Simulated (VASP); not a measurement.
BeTe:

```
CELL_PARAMETERS angstrom
0.00000 2.77000 2.77000
2.77000 0.00000 2.77000
2.77000 2.77000 0.00000
ATOMIC_POSITIONS crystal
Te 0.75000 0.75000 0.75000
Be 0.00000 0.00000 0.00000
```

Base run:

* Program: VASP 6.6.1
* Functional: PBE
* Potentials or basis: VASP PAW PBE potentials, release 64 (Te, Be)
* Cutoff: 520 eV
* k mesh: 8 × 8 × 8
* Occupations: fermi-dirac, width 0.05 eV
* Spin: no spin polarisation

Its results: band gap on the k mesh 1.85 eV, indirect (least direct gap 3.56 eV).

Q: The run is repeated on the same cell with these changes: functional from PBE to PBEsol; further incar settings from ALGO = Fast; EDIFF = 1e-06 to ALGO = Normal; EDIFF = 1e-07; NBANDS = 11. What comes out?

A: Band gap on the k mesh 1.73 eV, indirect (least direct gap 3.55 eV).

Caveats: spin-orbit coupling is left out, which moves the levels of the heavy elements.
